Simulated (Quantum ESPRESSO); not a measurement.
## InP: equation of state with PBE+D3(BJ)

**Measured values to compare with.**

A printed reference work, data compilation reports, for a bulk crystal of InP: bulk modulus 71 GPa.

InP:

```
In P
1.0
     0.00000    2.93050    2.93050
     2.93050    0.00000    2.93050
     2.93050    2.93050    0.00000
In P
1 1
Direct
  0.00000 0.00000 0.00000
  0.75000 0.75000 0.75000
```

```
Program             : Quantum ESPRESSO 7.5
Task                : equation of state
Functional          : PBE
Dispersion          : D3(BJ)
Potentials or basis : PseudoDojo 0.4.1 SR PBE standard
Cutoff              : 952 eV
Density cutoff      : 3810 eV
k mesh              : 8 × 8 × 8
Occupations         : fermi-dirac, width 0.05 eV
Spin                : no spin polarisation
Mixing beta         : 0.5
Most SCF iterations : 120
SCF threshold       : 4e-10 Ry
```

| Item | Value |
| --- | --- |
| Equilibrium volume | 25.68 Å³/atom |
| Bulk modulus | 65 GPa |
| Pressure derivative of the bulk modulus | 4.7 |

Energy against volume, from the lowest point:
| volume (Å³/atom) | energy (meV/atom) |
| --- | --- |
| 23.657 | 37.76 |
| 24.160 | 20.51 |
| 24.663 | 8.85 |
| 25.167 | 2.19 |
| 25.670 | 0.00 |
| 26.173 | 1.82 |
| 26.677 | 7.21 |

All runs of the series together: 3.1 min on 1 thread of Intel(R) Xeon(R) Processor @ 2.70GHz, with other jobs on the host.

A measured bulk modulus of InP is 71 GPa (a printed reference work, data compilation); the calculated 65 GPa misses it by -8.8 %. The fit is for a static lattice scaled at fixed shape and fixed fractional positions.
